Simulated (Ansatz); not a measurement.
Working through relaxations under a series of pressures of HfO2, space group Fm-3m

Program: Ansatz 0.2.0 through its Python package.

The cells in order, each with its output:

**Cell 1**
```python
from dataclasses import dataclass
import warnings

import ansatz as az
import numpy as np
```

**Cell 2**
```python
@dataclass
class Settings:
    xc: str = 'pbesol'
    k_density: float = 1.5
    smearing: str = 'fixed'
    max_iterations: int = 200
```

**Cell 3**
```python
settings = Settings()
```

**Cell 4**
```python
def edges_and_angles(cell):
    cell = np.asarray(cell)
    a, b, c = np.linalg.norm(cell, axis=1)
    cosines = cell[1] @ cell[2] / (b * c), cell[0] @ cell[2] / (a * c), cell[0] @ cell[1] / (a * b)
    return (a, b, c, *np.degrees(np.arccos(cosines)))
```

**Cell 5**
```python
warnings.simplefilter('ignore', az.DeckWarning)
```

**Cell 6**
```python
cell = (
    az.Lattice.from_parameters(3.616851, 3.616851, 3.616851, alpha=60.0, beta=60.0, gamma=60.0)
    .atom('Hf', (0.0, 0.0, 0.0))
    .atom('O', (0.25, 0.25, 0.25))
    .atom('O', (0.75, 0.75, 0.75))
)
```

**Cell 7**
```python
cell.resolved().tree()['lattice']
```
Output:
```text
((3.616851, 0.0, 0.0), (1.8084255000000005, 3.1322848477031506, 0.0),
 (1.8084255000000005, 1.0440949492343836, 2.9531464752250267))
```

**Cell 8**
```python
calculation = (
    cell.calculation()
    .functional(settings.xc)
    .pseudopotentials('paw')
    .accuracy('medium')
    .kpoints(density=settings.k_density)
    .occupations(settings.smearing)
    .scf(max_iterations=settings.max_iterations)
)
```

**Cell 9**
```python
# H = F + PV, with 1 GPa A^3 = 1/160.21766 eV
rows = []
for pressure in [-2, 0, 2, 5, 10]:
    outcome = calculation.relax(cell=True, pressure=pressure, force_tolerance=0.1).run(threads=1)
    cell = outcome.lattice.cell_ang
    n_atoms = len(outcome.lattice.sites)
    volume = abs(np.linalg.det(cell)) / n_atoms
    enthalpy = outcome.report['free_energy_ev'] / n_atoms + pressure * volume / 160.21766
    rows.append((pressure, volume, enthalpy, *edges_and_angles(cell)))
    print(f'{pressure} GPa done: {volume:.4f} A^3/atom')
```
Output:
```text
-2 GPa done: 10.7755 A^3/atom
0 GPa done: 10.6933 A^3/atom
2 GPa done: 10.6141 A^3/atom
5 GPa done: 10.5006 A^3/atom
10 GPa done: 10.3244 A^3/atom
```

**Cell 10**
```python
print(' P (GPa)  V (A^3/atom)  H (eV/atom)     a       b       c')
for row in rows:
    print('{:8.1f} {:12.4f} {:14.5f} {:7.4f} {:7.4f} {:7.4f}'.format(*row[:6]))
p, v = np.array([row[0] for row in rows], float), np.array([row[1] for row in rows])
print('mean bulk modulus between rows (GPa):', np.round(-np.diff(p) / np.diff(np.log(v)), 1))
```
Output:
```text
 P (GPa)  V (A^3/atom)  H (eV/atom)     a       b       c
    -2.0      10.7755    -5575.15832  3.5757  3.5757  3.5757
     0.0      10.6933    -5575.02387  3.5666  3.5666  3.5666
     2.0      10.6141    -5574.89128  3.5577  3.5577  3.5577
     5.0      10.5006    -5574.69324  3.5450  3.5450  3.5450
    10.0      10.3244    -5574.36870  3.5251  3.5251  3.5251
mean bulk modulus between rows (GPa): [261.2 269.  279.1 295.4]
```

The volume falls from 10.78 Å³ an atom at -2 GPa to 10.32 at 10 GPa, by 4.2 %. Between -2 and 0 GPa, -V dP/dV is about 261 GPa, a mean over that step.

Caveats:
- These settings explore the input space; cutoff and mesh may be short of convergence.
- Spin is left out of this run.
- At a fixed pressure a relaxation lowers the enthalpy F + PV, while F alone can rise.
- The k-point mesh is coarse, and energy and stress weren't tested for convergence.
- This is a high-temperature or high-pressure form, not the ambient phase.
- Spin-orbit coupling, which matters for elements this heavy, is left out.
- The structure is a deposited one; some such entries were measured under pressure or heat, so a shift against it needn't be the functional's error alone.
- Symmetry holds the cell in this phase, whether or not it is the stable one at each pressure.
- Finished in 22 s on 1 thread of Intel(R) Xeon(R) Processor @ 2.30GHz, with other jobs on the host, peak memory 0.5 GiB.
